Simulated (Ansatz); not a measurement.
# ZnSe: a line through an energy map

One line of a two-coordinate grid on ZnSe (F-43m, No. 216; 2 atoms in the cell): volume per atom is varied, at c/a of the conventional cell = 0.961.

Program: Ansatz 0.2.0. Level of theory: DFT PBE, scalar-relativistic, plane waves, PAW. These are calculated values, not measurements.

18 further runs of the same task are left out: 18 set aside as unsound or not needed.

## 1. The system as given

The structure is cubic, space group F-43m (No. 216). Conventional cell: a = 5.732 Å, b = 5.732 Å, c = 5.732 Å, α = 90.00°, β = 90.00°, γ = 90.00°. Zn (site symmetry -43m) has 4 Se at 2.48 Å as nearest neighbours. Se (site symmetry -43m) is surrounded by 4 Zn at 2.48 Å.

Structure file:

```xyz
2
Lattice="0.0000 2.8658 2.8658 2.8658 0.0000 2.8658 2.8658 2.8658 0.0000" Properties=species:S:1:pos:R:3 pbc="T T T"
Zn    0.0000    0.0000    0.0000
Se    4.2987    4.2987    4.2987
```

This cell was relaxed beforehand with the same method: volume 23.54 Å³/atom, gap on the mesh 1.15 eV.

## 2. The scan

The energy is mapped over volume and the cell's shape.

First coordinate, volume per atom: 7 values from 21.65 to 25.42 Å³. Second coordinate, c/a of the conventional cell: 7 values from 0.886 to 1.128.

Nothing else is relaxed (symmetry fixes all fractional coordinates). Energies count from the relaxed crystal. Points are written as (first, second).

## 3. Grid point (22.28 Å³, 0.961)

File input.yaml:

```yaml
crystal:
  lattice:
    - [0.0, 2.7395534501, 2.8519190611]
    - [2.8519190611, 0.0, 2.8519190611]
    - [2.8519190611, 2.7395534501, 0.0]
  atoms:
    - { symbol: Zn, position: [0.0, 0.0, 0.0] }
    - { symbol: Se, position: [0.75, 0.75, 0.75] }
basis:
  ecutwfc: 520.0
kpoints:
  mp_grid: { grid: [10, 10, 10] }
hamiltonian:
  xc: pbe
  pseudopotentials: { kind: paw, azcp: { folder: soft_1 } }
scf:
  occupations: { method: gaussian, width: 0.05 }
output:
  forces: true
  stress: true
  eigenvalues: true
  write_density: true
  write_potential: true
  elf: true
  volumetric_format: npy
```

Run with:

```sh
$ ansatz run input.yaml --threads 1 --pin off --max-ram 2048MiB --backend cpu --events-out ev --progress --plain --runs-dir out
```

The session goes on with these runs: the other points of the line.

What does the calculation give? Wanted: for each run, volume per atom; energy; slope; pressure.

The runs gave:

| volume per atom (Å³) | step | energy (meV/atom) | slope (meV/atom per Å³) | pressure (GPa) | band gap on the k-mesh (eV) |
| --- | --- | --- | --- | --- | --- |
| 21.65 | – | 33.8 | −35.7 | 5.7 | 1.39 |
| 22.28 | 3 | 15.7 | −22.0 | 3.5 | 1.27 |
| 22.91 | 4 | 5.7 | −10.2 | 1.6 | 1.16 |
| 23.54 | 5 | 2.6 | 0.0 | 0.0 | 1.06 |
| 24.16 | 6 | 5.4 | 8.8 | −1.4 | 0.96 |
| 24.79 | 7 | 13.3 | 16.3 | −2.6 | 0.86 |
| 25.42 | 8 | 25.7 | 22.9 | −3.7 | 0.78 |

Energies count from the relaxed crystal. Rows without a step come from runs not printed here or follow by symmetry. Slopes come from the forces (and the stress, where the cell changes), not from differences of energies.

**Reading.** Along the line the energy is lowest at 23.54 Å³, 2.6 meV/atom from the zero. Energies and slopes round the minimum, fitted together, put the minimum at 23.537 Å³, with a curvature of about 15 meV/atom per (Å³)². V·d²E/dV² there is about 57 GPa, a bulk modulus under this line's constraint. The highest point computed, at 21.65 Å³, lies 31.2 meV/atom above the lowest. This is one cut through a surface in two coordinates; the map's lowest point lies off it.

These are semilocal Kohn-Sham gaps, which aren't the measured quantity. Such gaps usually fall short of the measured ones.
